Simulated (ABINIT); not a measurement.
PbS (Galena), 2 atoms in the cell. The structure is cubic, space group Fm-3m (No. 225). Conventional cell: a = 5.931 Å, b = 5.931 Å, c = 5.931 Å, α = 90.00°, β = 90.00°, γ = 90.00°. Pb (site symmetry m-3m) is surrounded by 6 S at 2.97 Å. S (site symmetry m-3m) has 6 Pb at 2.97 Å as nearest neighbours. 

```yaml
Program: ABINIT 10.8.3 (patched build)
Task: single point
Functional: LDA
Potentials_or_basis: PseudoDojo NC SR LDA v0.4.1 standard
Cutoff: 653 eV
k_mesh: 6 × 6 × 6
Occupations: fermi-dirac, width 0.05 eV
Spin: no spin polarisation
```

Potentials or basis: PseudoDojo NC SR LDA v0.4.1 standard.

Run with:

```sh
$ abinit run.abi > log 2>&1
```

Hardware: 1 thread of Arm Neoverse V2, on a shared host.

Task: How long does it take, and how much memory?

Result: Run time: 11 s on 1 thread of Arm Neoverse V2, on a shared host, peak memory 0.06 GiB. Counts: scf iterations 9, mpi ranks 1, k points 16, bands 14, plane waves 1994.
